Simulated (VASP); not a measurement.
Input:

```
AlLaO3
1.0
    3.84531     0.00000     0.00000
    0.00000     3.84531     0.00000
    0.00000     0.00000     3.84531
La Al O
1 1 3
Cartesian
  0.00000   0.00000   0.00000
  1.92266   1.92266   1.92266
  1.92266   0.00000   1.92266
  0.00000   1.92266   1.92266
  1.92266   1.92266   0.00000
```

These are PBEsol GGA, VASP's PBE PAW potentials (set 64) (plane waves; VASP) values and carry that method's errors. Run with 520 eV cut-off, 6×6×6 Γ-centred mesh, Gaussian smearing of 0.050 eV, potentials La Al O.

**Question.** Give the stress tensor in GPa (positive for a compressed cell).

**Answer.** 
```
-10.77    0.00    0.00
  0.00  -10.77    0.00
  0.00    0.00  -10.77
```
The pressure is its mean diagonal, -10.77 GPa.

The compound is LaAlO3 in the cubic perovskite structure, the ideal cubic form; the compound distorts at low or room temperature. This cell is one point of a volume scan, at 1.06 of the reference volume.
